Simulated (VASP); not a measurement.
Write the native input for VASP 6.6.1 that does the following.

```yaml
Task: relaxation of cell and atoms
Functional: PBE
Potentials_or_basis: VASP PAW PBE potentials, release 64 (Sn_d, S)
Cutoff: 600 eV
k_mesh: 4 × 8 × 6
Occupations: gaussian, width 0.03 eV
Spin: no spin polarisation
Further_INCAR_settings: ALGO = Normal; EDIFF = 1e-06; IBRION = 2; EDIFFG = -0.01; NSW = 90; ISIF = 3
```

The structure of SnS lies in POSCAR:

```
SnS
1.0
   11.2000000000      0.0000000000      0.0000000000
    0.0000000000      3.9870000000      0.0000000000
    0.0000000000      0.0000000000      4.3340000000
Sn S
4 4
Direct
    0.1194000000      0.2500000000      0.1198000000
    0.3806000000      0.7500000000      0.6198000000
    0.6194000000      0.2500000000      0.3802000000
    0.8806000000      0.7500000000      0.8802000000
    0.8508000000      0.2500000000      0.4793000000
    0.6492000000      0.7500000000      0.9793000000
    0.3508000000      0.2500000000      0.0207000000
    0.1492000000      0.7500000000      0.5207000000
```

These files were run (other wordings do the same):

INCAR

```
ALGO = Normal
EDIFF = 1E-6
EDIFFG = -0.01
ENCUT = 600
GGA = PE
IBRION = 2
ISIF = 3
ISMEAR = 0
KPAR = 2
LASPH = True
LCHARG = False
LREAL = False
LWAVE = False
NELM = 80
NSW = 90
PREC = Accurate
SIGMA = 0.03
```

KPOINTS

```
k-points
0
Gamma
  4 8 6
```

Potentials or basis: VASP PAW PBE potentials, release 64 (Sn_d, S).

Launch:

```sh
$ cat potpaw_PBE.64/Sn_d/POTCAR potpaw_PBE.64/S/POTCAR > POTCAR
$ mpirun -np 2 vasp_std > vasp.out
```

Results of the run:

```json
{
  "Relaxed volume": "25.59 Å³/atom",
  "Relaxed cell": "a = 11.456 Å, b = 4.028 Å, c = 4.436 Å, α = 90.00°, β = 90.00°, γ = 90.00°",
  "Space group after relaxing (to 0.05 Å)": "Pnma (No. 62)",
  "Energy gained by relaxing": "7.8 meV/atom",
  "Ionic steps": "14",
  "Pressure after relaxing": "0.0 GPa",
  "Largest force after relaxing": "0.010 eV/Å",
  "Band gap on the k mesh": "1.03 eV, indirect (least direct gap 1.32 eV)"
}
```

Caveat: spin-orbit coupling is left out, which moves the levels of the heavy elements.

Wall time 37 min on 2 MPI ranks on AMD EPYC 7R43 64-Core Processor (Zen 3), with other jobs on the host, peak memory 0.62 GiB a rank.
